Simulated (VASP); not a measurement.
# InP (F-43m) in VASP: a series of runs, part 2 of 2

VASP 6.6.1. Earlier steps stand in the parts before.

### 3 Born charges and dielectric tensor, PBE

File INCAR:

```
ALGO = Normal ; EDIFF = 1E-8
ENCUT = 520 ; GGA = PE
IBRION = 8 ; ISIF = 2
ISMEAR = 0 ; LASPH = True
LCHARG = False ; LEPSILON = True
LREAL = False ; LWAVE = False
NELM = 60 ; NSW = 1
PREC = Accurate ; SIGMA = 0.02
```

File KPOINTS:

```
k-points
0
Gamma
  2 2 2
```

File POSCAR:

```
InP                                     
1.0
    0.0000000000      3.1177956003      3.1177956003
    3.1177956003     -0.0000000000      3.1177956003
    3.1177956003      3.1177956003      0.0000000000
  In              P             
     1     1
Direct
     1.0000000000000000    1.0000000000000000    1.0000000000000000
     0.2500000000000000    0.2500000000000000    0.2500000000000000
```

Potentials or basis: VASP PAW PBE potentials, release 64 (In_d, P).

Run with:

```sh
cat potpaw_PBE.64/In_d/POTCAR potpaw_PBE.64/P/POTCAR > POTCAR
mpirun -np 1 vasp_std > vasp.out
```

OUTCAR:

```text
EDIFF = 1E-8
   ENCUT = 520
   GGA = PE
   IBRION = 8
   ISIF = 2
   ISMEAR = 0
   LASPH = True
   LEPSILON = True
   LREAL = False
   NELM = 60
   NSW = 1
   PREC = Accurate

 ion  position               nearest neighbor table
   1  0.000  0.000  0.000-   2 2.70   2 2.70   2 2.70   2 2.70
   2  0.250  0.250  0.250-   1 2.70   1 2.70   1 2.70   1 2.70

  LATTYP: Found a face centered cubic cell.
 ALAT       =     6.2355912006

  Lattice vectors:

 A1 = (   0.0000000000,   3.1177956003,   3.1177956003)
 A2 = (   3.1177956003,   0.0000000000,   3.1177956003)
 A3 = (   3.1177956003,   3.1177956003,   0.0000000000)

Analysis of symmetry for initial positions (statically):
=====================================================================
 Subroutine PRICEL returns:
 Original cell was already a primitive cell.

 Routine SETGRP: Setting up the symmetry group for a
 face centered cubic supercell.

 Subroutine GETGRP returns: Found 24 space group operations
 (whereof 24 operations were pure point group operations)
 out of a pool of 48 trial point group operations.

The static configuration has the point symmetry T_d .

Analysis of symmetry for dynamics (positions and initial velocities):
=====================================================================
 Subroutine PRICEL returns:
 Original cell was already a primitive cell.

 Routine SETGRP: Setting up the symmetry group for a
 face centered cubic supercell.

 Subroutine GETGRP returns: Found 24 space group operations
 (whereof 24 operations were pure point group operations)
 out of a pool of 48 trial point group operations.

The dynamic configuration has the point symmetry T_d .

 Subroutine INISYM returns: Found 24 space group operations
 (whereof 24 operations are pure point group operations),
 and found     1 'primitive' translations

----------------------------------------------------------------------------------------

                                     Primitive cell

  volume of cell :      60.6140

  direct lattice vectors                    reciprocal lattice vectors
     0.000000000  3.117795600  3.117795600    -0.160369718  0.160369718  0.160369718
     3.117795600  0.000000000  3.117795600     0.160369718 -0.160369718  0.160369718
     3.117795600  3.117795600  0.000000000     0.160369718  0.160369718 -0.160369718

  length of vectors
     4.409228823  4.409228823  4.409228823     0.277768499  0.277768499  0.277768499

  position of ions in fractional coordinates (direct lattice)
     0.000000000  0.000000000  0.000000000
     0.250000000  0.250000000  0.250000000

  ion indices of the primitive-cell ions
   primitive index   ion index
                 1           1
[... 212 lines left out ...]
     0.00014  1.96925  0.00000
     1.96925  0.00014  0.00000
     0.00000  0.00000 -0.00027

--------------------------------------- Ionic step        4  -------------------------------------------

------------------------ aborting loop because EDIFF is reached ----------------------------------------

[... ionic steps 5 to 6 ...]

--------------------------------------- Ionic step        7  -------------------------------------------

 Free energy of the ion-electron system (eV)
  ---------------------------------------------------
  ---------------------------------------------------
  free energy    TOTEN  =        -0.05288381 eV

  energy without entropy =       -0.05288381

------------------------ aborting loop because EDIFF is reached ----------------------------------------

 INTERNAL STRAIN TENSOR  FOR ION    2  DIRECTION 1   (eV/Angst):
 -----------------------------------------------------------------------------
     0.06859 -0.00000  0.00000
     0.00000 -0.03437 -7.60232
     0.00000 -7.60232 -0.03437

 MACROSCOPIC STATIC DIELECTRIC TENSOR (including local field effects in DFT)
 ------------------------------------------------------
         384.459794     0.000000     0.000000
           0.000000   384.459794     0.000000
          -0.000000    -0.000000   384.459794
 ------------------------------------------------------

 PIEZOELECTRIC TENSOR (including local field effects)  for field in x, y, z        (e  Angst)
          XX          YY          ZZ          XY          YZ          ZX
  --------------------------------------------------------------------------------
  x     0.00000     0.00000    -0.00000    -0.00000     7.42319     0.00000
  y     0.00000     0.00000    -0.00000    -0.00000    -0.00000     7.42319
  z     0.00000     0.00000     0.00000     7.42319     0.00000     0.00000

 PIEZOELECTRIC TENSOR (including local field effects)  for field in x, y, z        (C/m^2)
          XX          YY          ZZ          XY          YZ          ZX
  --------------------------------------------------------------------------------
  x     0.00000     0.00000    -0.00000    -0.00000     1.96213     0.00000
  y     0.00000     0.00000    -0.00000    -0.00000    -0.00000     1.96213
  z     0.00000     0.00000     0.00000     1.96213     0.00000     0.00000

 BORN EFFECTIVE CHARGES (including local field effects) (in |e|, cummulative output)
 ---------------------------------------------------------------------------------
 ion    1
    1     4.76906     0.00000     0.00000
    2     0.00000     4.76906     0.00000
    3    -0.00000    -0.00000     4.76906
 ion    2
    1    -4.76906     0.00000     0.00000
    2     0.00000    -4.76906     0.00000
    3     0.00000     0.00000    -4.76906

 INTERNAL STRAIN TENSOR FOR ION    2 for displacements in x,y,z  (eV/Angst):
          X           Y           Z          XY          YZ          ZX
  --------------------------------------------------------------------------------
  x     0.00000    -0.00000    -0.00000     0.00000    -7.60232     0.00000
  y     0.00000     0.00000     0.00000     0.00000     0.00000    -7.60232
  z    -0.00000    -0.00000     0.00000    -7.60232     0.00000     0.00000

 SECOND DERIVATIVES (NOT SYMMETRIZED)
 ------------------------------------
               1X          1Y          1Z          2X          2Y          2Z
  1X     3.783928    0.000000    0.000000   -3.783928    0.000000    0.000000
  1Y     0.000000    3.783928    0.000000    0.000000   -3.783928    0.000000
  1Z     0.000000    0.000000    3.783928    0.000000    0.000000   -3.783928
  2X    -3.781255    0.000000    0.000000    3.781255    0.000000    0.000000
  2Y     0.000000   -3.781255    0.000000    0.000000    3.781255    0.000000
  2Z     0.000000    0.000000   -3.781255    0.000000    0.000000    3.781255

 Eigenvectors and eigenvalues of the dynamical matrix
 ----------------------------------------------------

   1 f  =    0.000890 THz     0.005591 2PiTHz    0.029680 cm-1     0.003680 meV
             X         Y         Z           dx          dy          dz
      0.000000  0.000000  0.000000    -0.887373    0.000000    0.000000
      1.558898  1.558898  1.558898    -0.461052    0.000000    0.000000
[... 21 lines left out ...]
   6 f/i=    6.155505 THz    38.676180 2PiTHz  205.325555 cm-1    25.457113 meV
             X         Y         Z           dx          dy          dz
      0.000000  0.000000  0.000000     0.000000   -0.461052    0.000000
      1.558898  1.558898  1.558898     0.000000    0.887373    0.000000

--------------------------------------------------------------------------------------------------------

 MACROSCOPIC STATIC DIELECTRIC TENSOR IONIC CONTRIBUTION
 ------------------------------------------------------
           0.000000     0.000000     0.000000
           0.000000     0.000000     0.000000
           0.000000     0.000000     0.000000
 ------------------------------------------------------

 ELASTIC MODULI CONTR FROM IONIC RELAXATION (kBar)
 Direction    XX          YY          ZZ          XY          YZ          ZX
 --------------------------------------------------------------------------------
 XX           0.0000      0.0000      0.0000      0.0000      0.0000      0.0000
 YY           0.0000      0.0000      0.0000      0.0000      0.0000      0.0000
 ZZ           0.0000      0.0000      0.0000      0.0000      0.0000      0.0000
 XY           0.0000      0.0000      0.0000      0.0000      0.0000      0.0000
 YZ           0.0000      0.0000      0.0000      0.0000      0.0000      0.0000
 ZX           0.0000      0.0000      0.0000      0.0000      0.0000      0.0000
 --------------------------------------------------------------------------------

 PIEZOELECTRIC TENSOR IONIC CONTR  for field in x, y, z        (C/m^2)
          XX          YY          ZZ          XY          YZ          ZX
  --------------------------------------------------------------------------------
  x     0.00000     0.00000     0.00000     0.00000     0.00000     0.00000
  y     0.00000     0.00000     0.00000     0.00000     0.00000     0.00000
  z     0.00000     0.00000     0.00000     0.00000     0.00000     0.00000
```

OSZICAR:

```text
N       E                     dE             d eps       ncg     rms          rms(c)
DAV:   1     0.108080252861E+03    0.10808E+03   -0.82841E+03    78   0.143E+03
DAV:   2     0.255901850726E+00   -0.10782E+03   -0.10453E+03    83   0.300E+02
DAV:   3    -0.710321558249E+01   -0.73591E+01   -0.72882E+01   103   0.863E+01
[... 12 lines left out ...]
RMM:  10    -0.528836831575E-01   -0.29738E-05   -0.52813E-07   246   0.105E-03    0.377E-04
RMM:  11    -0.528835042199E-01    0.17894E-06   -0.48357E-07   242   0.523E-04    0.139E-04
RMM:  12    -0.528836522121E-01   -0.14799E-06   -0.37200E-07   250   0.196E-04    0.692E-05
RMM:  13    -0.528838481714E-01   -0.19596E-06    0.61265E-08   235   0.123E-04    0.278E-05
RMM:  14    -0.528838006180E-01    0.47553E-07    0.34275E-07   274   0.646E-05    0.102E-05
RMM:  15    -0.528838071555E-01   -0.65374E-08    0.28434E-09   260   0.361E-05    0.378E-06
 Linear response finished
```

It took 1.9 min on 1 thread of Intel Xeon Platinum 8488C (Sapphire Rapids), shared host; peak memory 0.23 GiB.

What came out:

* Band gap on the k mesh: none (metal or under the smearing width)
* Electronic dielectric tensor (diagonal): 384.46
* Born charges (mean of the diagonal): In +4.77; P -4.77 e
* Highest phonon frequency at Γ: 0 cm⁻¹
* Most unstable mode: 205i cm⁻¹

Phonon frequencies in cm⁻¹ (negative: imaginary):
```
              q point           frequencies
(0.000, 0.000, 0.000)  -205 -205 -205 0 0 0
```

Electronic dielectric tensor:
```
384.46   0.00   0.00
  0.00 384.46   0.00
  0.00   0.00 384.46
```

Born effective charge tensors (e):
atom 1, In
```
4.77 0.00 0.00
0.00 4.77 0.00
0.00 0.00 4.77
```
atom 2, P
```
-4.77  0.00  0.00
 0.00 -4.77  0.00
 0.00  0.00 -4.77
```

Caveat: the k mesh is coarse (spacing up to 0.87 Å⁻¹), so the values aren't converged; some modes are imaginary.
